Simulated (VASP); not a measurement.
Output of a VASP run:

File OUTCAR:
```
 ion  position               nearest neighbor table
   1  0.000  0.000  0.000-
   2  0.500  0.500  0.505-
  LATTYP: Found a simple cubic cell.
 ALAT       =     4.6119014055
 Subroutine PRICEL returns:
 Original cell was already a primitive cell.
 Subroutine GETGRP returns: Found  8 space group operations
The static configuration has the point symmetry C_4v.
The dynamic configuration has the point symmetry C_4v.
 Subroutine INISYM returns: Found  8 space group operations
 Subroutine IBZKPT returns following result:
 Found     40 irreducible k-points:

 Following reciprocal coordinates:
            Coordinates               Weight
  0.000000  0.000000  0.000000      1.000000
  0.166667  0.000000  0.000000      4.000000
  0.000000  0.000000  0.166667      2.000000
  0.333333  0.000000  0.000000      4.000000
  0.000000  0.000000  0.333333      2.000000
  0.500000  0.000000  0.000000      2.000000
  0.000000  0.000000  0.500000      1.000000
  0.166667  0.166667  0.000000      4.000000
  0.000000  0.166667  0.166667      8.000000
  0.333333  0.166667  0.000000      8.000000
  0.000000  0.333333  0.166667      8.000000
  0.166667  0.000000  0.333333      8.000000
  0.500000  0.166667  0.000000      4.000000
  0.000000  0.500000  0.166667      4.000000
  0.166667  0.000000  0.500000      4.000000
  0.333333  0.333333  0.000000      4.000000
  0.000000  0.333333  0.333333      8.000000
  0.500000  0.333333  0.000000      4.000000
  0.000000  0.500000  0.333333      4.000000
  0.333333  0.000000  0.500000      4.000000
  0.500000  0.500000  0.000000      1.000000
  0.000000  0.500000  0.500000      2.000000
  0.166667  0.166667  0.166667      8.000000
  0.333333  0.166667  0.166667     16.000000
  0.166667  0.166667  0.333333      8.000000
  0.500000  0.166667  0.166667      8.000000
  0.166667  0.166667  0.500000      4.000000
  0.333333  0.333333  0.166667      8.000000
  0.166667  0.333333  0.333333     16.000000
  0.500000  0.333333  0.166667      8.000000
  0.166667  0.500000  0.333333      8.000000
  0.333333  0.166667  0.500000      8.000000
  0.500000  0.500000  0.166667      2.000000
  0.166667  0.500000  0.500000      4.000000
  0.333333  0.333333  0.333333      8.000000
  0.500000  0.333333  0.333333      8.000000
  0.333333  0.333333  0.500000      4.000000
  0.500000  0.500000  0.333333      2.000000
  0.333333  0.500000  0.500000      4.000000
  0.500000  0.500000  0.500000      1.000000
   k-points           NKPTS =     40   k-points in BZ     NKDIM =     40   number of bands    NBANDS=     12
   number of dos      NEDOS =    301   number of ions     NIONS =      2
   total plane-waves  NPLWV =  46656
   dimension x,y,z NGX =    36 NGY =   36 NGZ =   36
   dimension x,y,z NGXF=    72 NGYF=   72 NGZF=   72
   ions per type =               1   1
   PREC   = accura    normal or accurate (medium, high low for compatibility)
   ISTART =      0    job   : 0-new  1-cont  2-samecut
   ICHARG =      2    charge: 1-file 2-atom 10-const
   ISPIN  =      1    spin polarized calculation?
   LNONCOLLINEAR =      F non collinear calculations
   LSORBIT =      F    spin-orbit coupling
   INIWAV =      1    electr: 0-lowe 1-rand  2-diag
   ENCUT  =  480.0 eV  35.28 Ry    5.94 a.u.   8.24  8.24  8.24*2*pi/ulx,y,z
   NELM   =    100;   NELMIN=  2; NELMDL= -5     # of ELM steps
   EDIFF  = 0.1E-06   stopping-criterion for ELM
   LREAL  =      F    real-space projection
   NLSPLINE    = F    spline interpolate recip. space projectors
   LMAXMIX     =    4 max onsite mixed and CHGCAR
   VOSKOWN=      0    Vosko Wilk Nusair interpolation
   EDIFFG = 0.1E-05   stopping-criterion for IOM
   NSW    =      0    number of steps for IOM
   NBLOCK =      1;   KBLOCK =      1    inner block; outer block
   IBRION =     -1    ionic relax: 0-MD 1-quasi-New 2-CG
...
```

### OSZICAR
```
       N       E                     dE             d eps       ncg     rms          rms(c)
DAV:   1     0.400832636749E+02    0.40083E+02   -0.60412E+03   960   0.105E+03
DAV:   2    -0.494934281407E+02   -0.89577E+02   -0.84562E+02  1432   0.166E+02
DAV:   3    -0.562114385198E+02   -0.67180E+01   -0.66997E+01  1220   0.526E+01
DAV:   4    -0.562978908362E+02   -0.86452E-01   -0.86431E-01  1112   0.739E+00
DAV:   5    -0.562990261627E+02   -0.11353E-02   -0.11353E-02  1224   0.883E-01    0.207E+00
DAV:   6    -0.537830807256E+02    0.25159E+01   -0.42727E-01  1028   0.553E+00    0.201E+00
DAV:   7    -0.526032585063E+02    0.11798E+01   -0.44249E-01   968   0.491E+00    0.722E-01
DAV:   8    -0.530869363056E+02   -0.48368E+00   -0.28082E-01   960   0.568E+00    0.382E-01
DAV:   9    -0.529857050949E+02    0.10123E+00   -0.20509E-01   960   0.448E+00    0.272E-01
DAV:  10    -0.530108240822E+02   -0.25119E-01   -0.19962E-01   968   0.474E+00    0.326E-01
DAV:  11    -0.530773853770E+02   -0.66561E-01   -0.22220E-02  1016   0.179E+00    0.151E-01
DAV:  12    -0.531199085467E+02   -0.42523E-01   -0.51928E-02   964   0.308E+00    0.128E-01
DAV:  13    -0.531190756689E+02    0.83288E-03   -0.63061E-04  1148   0.259E-01    0.893E-02
DAV:  14    -0.531236587354E+02   -0.45831E-02   -0.85515E-03   968   0.104E+00    0.353E-02
DAV:  15    -0.531241122550E+02   -0.45352E-03   -0.29043E-04  1100   0.194E-01    0.142E-02
DAV:  16    -0.531247370934E+02   -0.62484E-03   -0.27301E-04   988   0.215E-01    0.857E-03
DAV:  17    -0.531248282515E+02   -0.91158E-04   -0.53188E-05  1124   0.913E-02    0.418E-03
DAV:  18    -0.531248563556E+02   -0.28104E-04   -0.15041E-05  1000   0.466E-02    0.259E-03
DAV:  19    -0.531248569165E+02   -0.56088E-06   -0.79350E-07  1236   0.970E-03    0.169E-03
DAV:  20    -0.531248565257E+02    0.39078E-06   -0.19414E-07   796   0.471E-03    0.902E-04
DAV:  21    -0.531248568589E+02   -0.33324E-06   -0.54532E-07  1056   0.688E-03    0.924E-04
DAV:  22    -0.531248569291E+02   -0.70149E-07   -0.54446E-08   732   0.247E-03
   1 F= -.53124857E+02 E0= -.53124857E+02  d E =-.124613E-16
```

### OUTCAR
```
------------------------ aborting loop because EDIFF is reached ----------------------------------------
  FORCE on cell =-STRESS in cart. coord.  units (eV):
  Direction    XX          YY          ZZ          XY          YZ          ZX
  --------------------------------------------------------------------------------------
  Total        0.0132741      0.0132741      0.0126651      0.0000000      0.0000000      0.0000000
  in kB        0.2168086      0.2168086      0.2068610      0.0000000      0.0000000      0.0000000
  external PRESSURE =       0.2134927 kB  Pullay stress =       0.0000000 kB
  volume of cell :       98.09
      direct lattice vectors                 reciprocal lattice vectors
     4.611901406  0.000000000  0.000000000     0.216830308  0.000000000  0.000000000
     0.000000000  4.611901406  0.000000000     0.000000000  0.216830308  0.000000000
     0.000000000  0.000000000  4.611901406     0.000000000  0.000000000  0.216830308
 POSITION                                       TOTAL-FORCE (eV/Angst)
 -----------------------------------------------------------------------------------
      0.00000      0.00000      0.00000         0.000000     -0.000000      0.019680
      2.30595      2.30595      2.33095         0.000000      0.000000     -0.019680
 -----------------------------------------------------------------------------------
    total drift:                               -0.000000      0.000000      0.000209
  FREE ENERGIE OF THE ION-ELECTRON SYSTEM (eV)
  ---------------------------------------------------
  free  energy   TOTEN  =       -53.1248569291 eV

  energy  without entropy=      -53.1248569291  energy(sigma->0) =      -53.12485693
```
(Selected blocks of OUTCAR.)

### POSCAR
```
CsI
1
    4.6119014055     0.0000000000     0.0000000000
    0.0000000000     4.6119014055     0.0000000000
    0.0000000000     0.0000000000     4.6119014055
Cs I
1 1
Direct
  0.0000000000   0.0000000000   0.0000000000
  0.5000000000   0.5000000000   0.5054207577
```

**Question.** Write an INCAR and KPOINTS that could have produced this output.

**Answer.** This is not unique; one that fits is the input of the run itself, r2SCAN meta-GGA, plane waves, VASP's PBE PAW potentials (set 64).

**INCAR**
```
# general
SYSTEM   =  CsI
PREC     =  Accurate
ENCUT    =  480
LREAL    =  .FALSE.
LASPH    =  .TRUE.

# electronic loop
EDIFF    =  1E-7
NELM     =  100
ALGO     =  Normal
LMAXMIX  =  4
LMIXTAU  =  .TRUE.

# smearing
ISMEAR   =  0
SIGMA    =  0.05

# functional
METAGGA  =  R2SCAN

# ions
ISIF     =  2

# output
LWAVE    =  .FALSE.
LCHARG   =  .FALSE.
```

KPOINTS:
```
Automatic mesh
0
Gamma
6 6 6
0 0 0
```

POTCAR, in this order: Cs_sv I (PBE.64 set). Program: vasp_std.

The compound is CsI in the CsCl type structure. This cell was strained or had an atom moved on purpose.
